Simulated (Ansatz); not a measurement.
# TePb under changes of volume

One of the cells (33.730 Å³/atom); the others are scaled copies at fixed shape and fractional positions:

```xyz
2
Lattice="0.0000 3.2310 3.2310 3.2310 0.0000 3.2310 3.2310 3.2310 0.0000" Properties=species:S:1:pos:R:3 pbc="T T T"
Pb    0.0000    0.0000    0.0000
Te    3.2310    3.2310    3.2310
```

```yaml
Program: Ansatz 0.2.0
Functional: revPBE
Potentials_or_basis: Ansatz PAW
Cutoff: "420 eV (not typed: the program's choice for these potentials)"
k_mesh: 7 × 7 × 7
Occupations: fermi-dirac, width 0.05 eV
Spin: no spin polarisation
```

| volume (Å³/atom) | energy over the lowest point (meV/atom) | pressure (GPa) |
| --- | --- | --- |
| 31.706 | 85.17 | 6.7 |
| 32.380 | ? | ? |
| 33.055 | 39.51 | 4.3 |
| 33.730 | 23.83 | 3.2 |
| 34.404 | 12.28 | 2.3 |
| 35.079 | 4.46 | 1.4 |
| 35.753 | 0.00 | 0.7 |

Task: What does the run at 32.380 Å³/atom give?

Result: Energy over the lowest point 59.79 meV/atom; pressure 5.4 GPa.

Worked out: A Birch-Murnaghan fit of order 3 (a polynomial in V^(-2/3)) to the other rows has its minimum at 36.43 Å³/atom, just outside them, with B0 = V·E''(V) = 35 GPa and B' = 4.5. It gives 59.81 meV/atom at 32.380 Å³/atom, against the run's 59.79, and -dE/dV = 5.4 GPa, against 5.4.

Energies are extrapolated to zero smearing.

Caveats: the PAW data sets come from PBE, with cores solved anew for the run's functional, which leaves a small shift of forces and pressure.
